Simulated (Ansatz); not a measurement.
## CdI2-type MnF2

Level of theory: DFT, PBE+U (U_eff = 3.9 eV on Mn 3d), scalar-relativistic, collinear spin; plane waves to 420 eV with PAW datasets (Ansatz 0.2.0), 8×8×6 k-mesh, Gaussian smearing of 0.05 eV; PAW files: Ansatz's generated set soft_2.

```cif
data_structure
_symmetry_space_group_name_H-M 'P-3m1'
_symmetry_Int_Tables_number 164
_cell_length_a 3.3743
_cell_length_b 3.3743
_cell_length_c 4.9576
_cell_angle_alpha 90.000
_cell_angle_beta 90.000
_cell_angle_gamma 120.000
_cell_volume 48.88
loop_
_atom_site_label
_atom_site_type_symbol
_atom_site_symmetry_multiplicity
_atom_site_Wyckoff_symbol
_atom_site_fract_x
_atom_site_fract_y
_atom_site_fract_z
_atom_site_occupancy
Mn1 Mn 1 a 0.00000 0.00000 0.00000 1
F1 F 2 d 0.33333 0.66667 0.19426 1
```

The start was a prototype's sites filled with these elements. The Crystallography Open Database lists the compound in space group P42/mnm, so this is a trial structure.

Magnetic state: ferromagnetic, site spin moments Mn 4.30; F 0.07 μB.

Question: Which orbitals make up the states within about 0.6 eV of each band edge?

Answer: Valence edge: Mn 3d 51 %, F 2p 49 %. Conduction edge: Mn 4s 79 %, F 2s 14 %. Shares are among the projected shells; the gap is 3.18 eV.

Density of states (tetrahedra, averaged over 0.3 eV; states/eV per cell of 3 atoms; energy in eV from the Fermi level; projections on Löwdin-orthogonalised atomic orbitals, summed over sites):

| E | total | F 2p | Mn 3d up | Mn 3d down | Mn 4s | F 2s |
| --- | --- | --- | --- | --- | --- | --- |
| -6.70 | 3.3 | 2.0 | 1.2 | 0.0 | 0.1 | 0.0 |
| -6.40 | 3.7 | 2.2 | 1.4 | 0.0 | 0.1 | 0.0 |
| -6.10 | 2.3 | 1.9 | 0.3 | 0.0 | 0.2 | 0.0 |
| -5.80 | 2.3 | 2.0 | 0.1 | 0.0 | 0.2 | 0.0 |
| -5.50 | 6.9 | 5.6 | 0.9 | 0.1 | 0.1 | 0.0 |
| -5.20 | 6.5 | 5.2 | 1.0 | 0.2 | 0.0 | 0.0 |
| -4.90 | 0.6 | 0.4 | 0.2 | 0.0 | 0.0 | 0.0 |
| -4.60 | 4.5 | 4.1 | 0.1 | 0.1 | 0.0 | 0.0 |
| -4.30 | 5.9 | 4.8 | 1.0 | 0.1 | 0.0 | 0.0 |
| -4.00 | 6.2 | 3.6 | 2.5 | 0.0 | 0.0 | 0.0 |
| -3.70 | 4.1 | 1.7 | 2.3 | 0.0 | 0.0 | 0.0 |
| -3.40 | 2.4 | 1.0 | 1.4 | 0.0 | 0.0 | 0.0 |
| -3.10 | 0.4 | 0.1 | 0.2 | 0.0 | 0.0 | 0.0 |
| -2.80 | 0.0 | 0.0 | 0.0 | 0.0 | 0.0 | 0.0 |
| -2.50 | 2.2 | 1.0 | 1.1 | 0.0 | 0.0 | 0.0 |
| -2.20 | 1.3 | 0.6 | 0.7 | 0.0 | 0.0 | 0.0 |
| -1.90 | 2.6 | 1.3 | 1.3 | 0.0 | 0.0 | 0.0 |
| -1.60 | 0.6 | 0.3 | 0.3 | 0.0 | 0.0 | 0.0 |
| -1.30 | 0.0 | 0.0 | 0.0 | 0.0 | 0.0 | 0.0 |
| -1.00 | 0.0 | 0.0 | 0.0 | 0.0 | 0.0 | 0.0 |
| -0.70 | 0.0 | 0.0 | 0.0 | 0.0 | 0.0 | 0.0 |
| -0.40 | 0.0 | 0.0 | 0.0 | 0.0 | 0.0 | 0.0 |
| -0.10 | 0.0 | 0.0 | 0.0 | 0.0 | 0.0 | 0.0 |
| 0.20 | 0.0 | 0.0 | 0.0 | 0.0 | 0.0 | 0.0 |
| 0.50 | 0.0 | 0.0 | 0.0 | 0.0 | 0.0 | 0.0 |
| 0.80 | 0.0 | 0.0 | 0.0 | 0.0 | 0.0 | 0.0 |
| 1.10 | 0.0 | 0.0 | 0.0 | 0.0 | 0.0 | 0.0 |
| 1.40 | 0.0 | 0.0 | 0.0 | 0.0 | 0.0 | 0.0 |
| 1.70 | 0.0 | 0.0 | 0.0 | 0.0 | 0.0 | 0.0 |
| 2.00 | 0.0 | 0.0 | 0.0 | 0.0 | 0.0 | 0.0 |
| 2.30 | 0.1 | 0.0 | 0.0 | 0.0 | 0.1 | 0.0 |
| 2.60 | 0.1 | 0.0 | 0.0 | 0.0 | 0.1 | 0.0 |
| 2.90 | 0.2 | 0.0 | 0.0 | 0.0 | 0.2 | 0.0 |
| 3.20 | 0.3 | 0.0 | 0.0 | 0.0 | 0.2 | 0.0 |
| 3.50 | 0.4 | 0.0 | 0.0 | 0.1 | 0.2 | 0.0 |
| 3.80 | 2.4 | 0.1 | 0.0 | 2.0 | 0.3 | 0.0 |
| 4.10 | 4.8 | 0.1 | 0.0 | 4.4 | 0.2 | 0.0 |

Open d and f shells can converge to several self-consistent states; this is the one that the run reached. Site moments are of spin, integrated over atomic spheres. The moments were started parallel, and the real magnetic order may be another.
